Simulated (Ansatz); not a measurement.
I need densities of the highest filled and lowest empty bands of RbCl, space group Fm-3m. Use the Ansatz DFT code, driven from Python. Use: PBE, PAW, the default cutoff (420 eV here), 5×5×5 k-points, fixed occupations.

`rbcl.xyz`
```text
2
Lattice="0.0 3.274 3.274 3.274 0.0 3.274 3.274 3.274 0.0" Properties=species:S:1:pos:R:3 pbc="T T T"
Rb    0.00000000    0.00000000    0.00000000
Cl    3.27400000    3.27400000    3.27400000
```

`partial_rbcl.py`:
```python
'''Densities of the top valence and bottom conduction bands of RbCl.'''

import itertools
import sys
import warnings

import ansatz as az
import numpy as np

warnings.simplefilter('ignore', az.DeckWarning)

cell = az.Crystal.from_extxyz('rbcl.xyz')

calculation = cell.calculation()
calculation = calculation.functional('pbe')
calculation = calculation.pseudopotentials('paw')
calculation = calculation.kpoints(5).occupations('fixed')
calculation = calculation.band_densities([('v1', 'v1'), ('c1', 'c1')])
try:
    result = calculation.run()
except az.NonConvergedError as error:
    sys.exit(f'no convergence: {error}')
except az.RefusalError as error:
    sys.exit(f'input refused: {error}')
r = result.report
# share of each window within a sphere about each atom, summed on the grid
cell = np.asarray(result.lattice.cell_ang)
for names, window in zip([('v1', 'v1'), ('c1', 'c1')], result.band_densities().windows):
    density = window.outcome.density
    rho = density.channels[0].density_e_per_ang3
    axes = density.fft_grid_basis @ cell
    points = np.stack(np.meshgrid(*(np.arange(n) / n for n in rho.shape), indexing='ij'), axis=-1)
    print('bands', names, 'electrons', np.round(window.outcome.n_electrons, 3), 'peak', round(float(rho.max()), 3), 'e/A^3')
    for index, site in enumerate(result.lattice.sites):
        offset = points - np.asarray(site.position_ang) @ np.linalg.inv(axes)
        offset -= np.round(offset)
        distance = np.min([np.linalg.norm((offset + image) @ axes, axis=-1) for image in itertools.product((-1, 0, 1), repeat=3)], axis=0)
        print(f'   {index} {site.symbol:2s} {100 * rho[distance < 1.2].sum() / rho.sum():5.1f} % within 1.2 A')
```

```console
$ python partial_rbcl.py
bands ('v1', 'v1') electrons [2.] peak 0.402 e/A^3
   0 Rb   2.6 % within 1.2 A
   1 Cl  70.1 % within 1.2 A
bands ('c1', 'c1') electrons [2.] peak 0.072 e/A^3
   0 Rb  10.5 % within 1.2 A
   1 Cl   9.6 % within 1.2 A
```

What to keep in mind:
- The structure is a deposited one; some such entries were measured under pressure or heat, so a shift against it needn't be the functional's error alone.
- The windows are summed over all k-points with every state counted as full, the empty ones too; where a window cuts a degenerate level its bands share the weight. Values near the nuclei depend on the potentials. Spheres that overlap count density twice, so shares are no populations.
- Hardware and time: 1.3 s on 1 thread of Arm Neoverse V2, on a shared host, peak memory 0.34 GiB.

(Lines on the test bed's own set-up are left out of the output.)
